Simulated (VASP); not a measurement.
Here is a VASP 6.6.1 calculation.

File INCAR:

```
SYSTEM = Ag
ALGO = Fast
EDIFF = 1E-6
ENCUT = 520
GGA = RE
ISIF = 2
ISMEAR = -1
LASPH = .TRUE.
LCHARG = .TRUE.
LELF = .TRUE.
LREAL = .FALSE.
LVHAR = .TRUE.
LWAVE = .FALSE.
NBANDS = 12
NELM = 100
PREC = Accurate
SIGMA = 0.1
```

The input KPOINTS:

```
k-points
0
G
  15 15 15
  0 0 0
```

Contents of POSCAR:

```
Ag
1.0
   -1.7136825509      1.7136825509      1.7136825509
    1.7136825509     -1.7136825509      1.7136825509
    1.7136825509      1.7136825509     -1.7136825509
Ag
1
Direct
    0.0000000000      0.0000000000      0.0000000000
```

Potentials or basis: VASP PAW PBE potentials, release 64 (Ag).

Run with:

```console
$ cat potpaw_PBE.64/Ag/POTCAR > POTCAR
$ mpirun -np 1 vasp_std > vasp.out
```

Task: What does it give for the band gap on the k mesh?

Result: None (metal or under the smearing width).

Task: Predict the pressure.

Result: -4.9 GPa.

Caveat: the PAW data sets were made with another functional, which shifts forces and pressure a little.
